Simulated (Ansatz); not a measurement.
Crystal: S.

```xyz
6
Lattice="5.4090 3.1229 1.4267 -5.4090 3.1229 1.4267 0.0000 -6.2458 1.4267" Properties=species:S:1:pos:R:3 pbc="T T T"
S     4.1595   -1.7607    2.4018
S    -3.6046   -2.7219    2.4018
S    -0.5550    4.4826    2.4018
S    -4.1595    1.7607    1.8782
S     3.6046    2.7219    1.8782
S     0.5550   -4.4826    1.8782
```

This isn't the form of S at room conditions, which is orthorhombic, of S8 rings.

| Property | Result |
| --- | --- |
| Program | Ansatz 0.2.0 |
| Task | relaxation of cell and atoms |
| Functional | PBEsol |
| Dispersion | D3(BJ) |
| Potentials or basis | Ansatz PAW |
| Cutoff | 420 eV (not typed: the program's choice for these potentials) |
| k mesh | 7 × 7 × 7 |
| Occupations | fermi-dirac, width 0.05 eV |
| Spin | no spin polarisation |

At the start: volume 24.10 Å³/atom.

Where does the relaxation end?

It ends after 8 steps and the volume is 19.81 Å³/atom (-17.8 %); space group R-3 (No. 148, to 0.05 Å).

The path:
```tsv
step	energy change (eV)	largest force (eV/Å)	volume (Å³)
1	0.0000	0.3089	144.59
2	-0.1865	0.3035	125.98
3	-0.2087	0.1760	119.29
4	-0.2238	0.0258	119.52
5	-0.2259	0.0189	120.28
6	-0.2268	0.0252	118.59
7	-0.2270	0.0009	118.88
8	-0.2261	0.0008	118.88
```

Final structure:
```yaml
crystal:
  lattice:
    - [5.10932, 2.94987, 1.31455]
    - [-5.10932, 2.94987, 1.31455]
    - [0.00000, -5.89974, 1.31455]
  atoms:
    - { symbol: S, position: [0.84178, 0.08551, 0.72794] }
    - { symbol: S, position: [0.08551, 0.72794, 0.84178] }
    - { symbol: S, position: [0.72794, 0.84178, 0.08551] }
    - { symbol: S, position: [0.15822, 0.91449, 0.27206] }
    - { symbol: S, position: [0.91449, 0.27206, 0.15822] }
    - { symbol: S, position: [0.27206, 0.15822, 0.91449] }
```

Caveat: the volume moved by over 15 % at a fixed basis, so the end points are rough; the plane-wave basis is chosen anew once the cell has moved, so the energies of steps on either side of that aren't comparable; the PAW data sets come from PBE, with cores solved anew for the run's functional, which leaves a small shift of forces and pressure.
